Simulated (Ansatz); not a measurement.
A plane-wave DFT run in Ansatz 0.2.0 (scalar-relativistic PAW potentials unless the input names others): input and command.

```yaml
crystal:
  lattice:
    - [2.6312174989, 0.0, 0.0]
    - [-1.3156087494, 2.2787011969, 0.0]
    - [0.0, 0.0, 4.2245145352]
  atoms:
    - { symbol: B, position: [0.6666666667, 0.3333333333, 0.9998058547] }
    - { symbol: B, position: [0.3333333333, 0.6666666667, 0.4998058547] }
    - { symbol: "N", position: [0.6666666667, 0.3333333333, 0.6251941453] }
    - { symbol: "N", position: [0.3333333333, 0.6666666667, 0.1251941453] }
basis:
  ecutwfc: 420
kpoints:
  mp_grid: { grid: [12, 12, 6] }
hamiltonian:
  xc: pbe
scf:
  occupations: { method: tetrahedron_uncorrected }
  mixing: { algorithm: broyden, beta: 0.3, ndim: 2 }
output:
  forces: true
  eigenvalues: true
  stress: true
```

```bash
ansatz run input.yaml --threads 2 --pin off --max-ram 5120MiB --backend cpu --events-out ev --progress --plain --runs-dir out
```

Abridged log:
```
Basis set: ecut = 420 eV, 525 PW (Γ), exchange–correlation on 36×36×60 points (8 copies of the dense FFT grid, shifted against one another)
Bands: 12, of which v1, the nominal top of the filled ones, is band 8 counted from 1 (7 counted from 0)
Symmetry: 12 space group operations
k-points: 76 of 864 (time reversal used)
SCF iter   1: F=—  HF=-1084.352107 eV  |F-HF|=—  |Δ(HF+E_count)|=         —  Δρ=2.26e-3  dr2=6.95e-4  ethr=1.77e-3  ⟨swp⟩=5.0  Hψ=5087  notcnv=0
SCF iter   2: F=—  HF=-1084.352120 eV  |F-HF|=—  |Δ(HF+E_count)|=   1.23e-5  Δρ=1.26e-3  dr2=1.59e-4  ethr=4.35e-6  ⟨swp⟩=2.1  Hψ=2404  notcnv=0  κ⁻¹=1.0e0(r=1)
SCF iter   3: F=—  HF=-1084.352243 eV  |F-HF|=—  |Δ(HF+E_count)|=   1.23e-4  Δρ=6.24e-4  dr2=3.53e-5  ethr=9.94e-7  ⟨swp⟩=2.7  Hψ=1746  notcnv=0  κ⁻¹=2.7e-2(r=2)
SCF iter   4: F=—  HF=-1084.352307 eV  |F-HF|=—  |Δ(HF+E_count)|=   6.45e-5  Δρ=1.40e-4  dr2=1.65e-6  ethr=2.20e-7  ⟨swp⟩=2.0  Hψ=1771  notcnv=0  κ⁻¹=3.6e-1(r=2)
SCF iter   5: F=—  HF=-1084.352309 eV  |F-HF|=—  |Δ(HF+E_count)|=   1.75e-6  Δρ=7.04e-5  dr2=3.89e-7  ethr=1.03e-8  ⟨swp⟩=2.0  Hψ=1676  notcnv=0  κ⁻¹=2.9e-2(r=2)
SCF iter   6: F=—  HF=-1084.352310 eV  |F-HF|=—  |Δ(HF+E_count)|=   6.22e-7  Δρ=4.20e-5  dr2=1.60e-7  ethr=6.25e-10  ⟨swp⟩=4.0  Hψ=2974  notcnv=0  κ⁻¹=4.6e-2(r=2)
SCF iter   7: F=-1084.352310 eV  HF=-1084.352310 eV  |F-HF|=4.94e-9  |Δ(HF+E_count)|=   2.82e-7  Δρ=7.46e-6  dr2=5.36e-9  ethr=6.25e-10  ⟨swp⟩=4.0  Hψ=3017  notcnv=0
SCF 1 converged in 7 iterations: F = -1084.352310 eV  dr2 = 5.36e-9
SCF converged after 7 iterations
Stability not checked: this state was not tested for a lower state beside it, because the mixer in use, unlike msr1, does not test its closes by its own steps (another_mixer; see scf.mixing.algorithm and scf.lower_state_search)
Free energy (F): -1084.352310 eV
Harris-Foulkes:  -1084.352310 eV  (|F-HF|=4.94e-9)
Internal energy: -1084.352310 eV  (E = F + TS)
E sigma→0 (E₀):  -1084.352310 eV
Fermi energy:    10.221860 eV
--- Forces (eV/Å), atoms counted from 1 ---
  atom   1  B      0.00000000     0.00000000     0.00946309
  atom   2  B      0.00000000     0.00000000     0.00946309
  atom   3  N      0.00000000     0.00000000    -0.00949891
  atom   4  N      0.00000000     0.00000000    -0.00949891
--- Stress (GPa, compression-positive) ---
      -27.265944       0.000000       0.000000
        0.000000     -27.265944       0.000000
        0.000000       0.000000      -3.132394
  P = ⅓ Tr σ = -19.2214 GPa (-192.214 kbar)
```

Apart from outputs and empty bands, the input differs from a reference run on usual settings in scf.mixing.algorithm: not typed → "broyden"; scf.mixing.beta: not typed → 0.3; scf.mixing.ndim: not typed → 2; scf.occupations.width: 0.05 → not typed; scf.occupations.method: "gaussian" → "tetrahedron_uncorrected". The reference, at the same geometry (not necessarily relaxed), gave pressure -19.22 GPa, largest force 0.009 eV/Å, gap on the mesh 5.39 eV. This run converged in 7 SCF iterations (reference: 6) with an energy at zero smearing within 0.01 meV/atom of the reference's, pressure -19.22 GPa, largest force 0.009 eV/Å, gap on the mesh 5.39 eV.

The run took 1.6 s on 2 threads of Intel(R) Xeon(R) Platinum 8259CL CPU @ 2.50GHz (Skylake/Cascade Lake), on a shared host, peak memory 0.35 GiB.